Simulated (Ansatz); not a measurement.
# Sn: the cell at several levels of theory

Cell and atoms of Sn in the 4H polytype structure are relaxed in turn with PBE and r2SCAN. This is a trial cell built on a prototype, not taken from a measured structure, and it needn't be the compound's ground state.

The runs shown are made with Ansatz 0.2.0. PAW datasets, plane waves, zero pressure. Spin-unpolarised throughout. Whether this structure exists isn't addressed.

### 1 The structure to begin with

Space group P6_3/mmc (No. 194), hexagonal; conventional cell a = 4.540 Å, c = 14.827 Å, 33.08 Å³ an atom. Near Sn stand 4 Sn at 2.78 Å.

Coordinates:

```cif
data_structure
_symmetry_space_group_name_H-M 'P6_3/mmc'
_symmetry_Int_Tables_number 194
_cell_length_a 4.5397
_cell_length_b 4.5397
_cell_length_c 14.8267
_cell_angle_alpha 90.000
_cell_angle_beta 90.000
_cell_angle_gamma 120.000
_cell_volume 264.63
loop_
_atom_site_label
_atom_site_type_symbol
_atom_site_symmetry_multiplicity
_atom_site_Wyckoff_symbol
_atom_site_fract_x
_atom_site_fract_y
_atom_site_fract_z
_atom_site_occupancy
Sn1 Sn 4 e 0.00000 0.00000 0.90625 1
Sn2 Sn 4 f 0.33333 0.66667 0.15625 1
```

### 2 Relaxing with PBE

Contents of input.yaml:

```yaml
crystal:
  lattice:
    - [4.53972099, 0.0, 0.0]
    - [-2.269860495, 3.9315137034, 0.0]
    - [0.0, 0.0, 14.8267287532]
  atoms:
    - { symbol: Sn, position: [0.0, 0.0, 0.0] }
    - { symbol: Sn, position: [0.3333333333, 0.6666666667, 0.25] }
    - { symbol: Sn, position: [0.0, 0.0, 0.5] }
    - { symbol: Sn, position: [0.6666666667, 0.3333333333, 0.75] }
    - { symbol: Sn, position: [0.0, 0.0, 0.1875] }
    - { symbol: Sn, position: [0.3333333333, 0.6666666667, 0.4375] }
    - { symbol: Sn, position: [0.0, 0.0, 0.6875] }
    - { symbol: Sn, position: [0.6666666667, 0.3333333333, 0.9375] }
kpoints:
  mp_grid: { grid: [6, 6, 2] }
hamiltonian:
  xc: pbe
scf:
  occupations: { method: fermi_dirac, width: 0.02 }
relax:
  f_tol: 0.005
  cell: {}
output:
  write_density: true
  write_potential: true
  elf: true
  volumetric_format: npy
```

Launch:

```sh
$ ansatz run input.yaml --threads 2 --pin off --max-ram 20275MiB --backend cpu --events-out ev --progress --plain --runs-dir out
```

After this run come: Relaxation with r2SCAN.

Q: Predict the outcome of this session. Wanted: for each run, a; c; volume; space group; SCF geometries.

**Answer**, as computed:

| level | a (Å) | c (Å) | volume (Å³/atom) | space group | SCF geometries |
| --- | --- | --- | --- | --- | --- |
| PBE | 4.716 | 15.308 | 36.848 | P6_3/mmc | 6 |
| r2SCAN | 4.644 | 15.170 | 35.415 | P6_3/mmc | 5 |

**Reading.** The first relaxation changed the volume by +11.4 % from the start. The volume runs from r2SCAN (least) to PBE (most), a spread of 4.0 %, or 1.3 % in length if all axes shared it alike.
